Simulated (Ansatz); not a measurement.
The calculation used DFT PBE, scalar-relativistic, plane waves, PAW (Ansatz 0.2.0). Settings: cutoff 420 eV, Γ-centred meshes spaced at most about 0.3 Å⁻¹, and about 0.25 Å⁻¹ or finer for metals (2π included), Gaussian smearing. Spin is collinear in cells that carry moments; the others ran without spin or lost their moments.

Temperature and zero-point effects are left out.

Two forms of WSe₄ were relaxed alike.

A. (parallel moments up to 0.8 μB)

```xyz
5
Lattice="-3.0683 3.0683 3.0683 3.0683 -3.0683 3.0683 3.0683 3.0683 -3.0683" Properties=species:S:1:pos:R:3 pbc="T T T"
Se    1.5342    1.5342    1.5342
Se    1.5342    1.5342   -1.5342
Se    1.5342   -1.5342    1.5342
Se   -1.5342    1.5342    1.5342
W     0.0000    0.0000    0.0000
```

B. (no moments)

```xyz
5
Lattice="4.9067 0.0000 0.0000 0.0000 4.9067 0.0000 0.0000 0.0000 4.9067" Properties=species:S:1:pos:R:3 pbc="T T T"
W     0.0000    0.0000    0.0000
Se    2.4533    0.0000    0.0000
Se    0.0000    2.4533    0.0000
Se    0.0000    0.0000    2.4533
Se    2.4533    2.4533    2.4533
```

Question: Which would you expect to be lower, and how large is the difference?

Answer: B is lower, by 141 meV/atom. A has space group Im-3m (No. 229), 23.1 Å³/atom and no gap on its mesh; B has space group Pm-3m (No. 221), 23.6 Å³/atom and no gap. Counting Se atoms around W (those within 1.25 times the shortest such distance or 1.15 times the sum of covalent radii), A has W 8 and B has W 6. Their magnetic states differ too. Even the lower one lies +0.45 eV/atom against the reference forms of the elements (uncorrected), so neither is stable at this level. In A, around Se lie 2 W at 2.66 Å and 6 Se at 3.07 Å; around W lie 8 Se at 2.66 Å. In B, W has 6 Se at 2.45 Å; Se on a site of symmetry 4/mmm has 2 W at 2.45 Å and 12 Se at 3.47 Å; Se on a site of symmetry m-3m has 12 Se at 3.47 Å (long contacts). Both come from invented guesses. The lowest form computed isn't among them: it has space group P-43m (No. 215), 32.6 Å³/atom and lies 297 meV/atom below the best shown.

Spin–orbit coupling, which can matter for W, is left out. Another magnetic order may lie lower. Cells relaxed within their symmetry can be saddle points. Some candidate types were left out of the draw beforehand, so a known form may be missing.
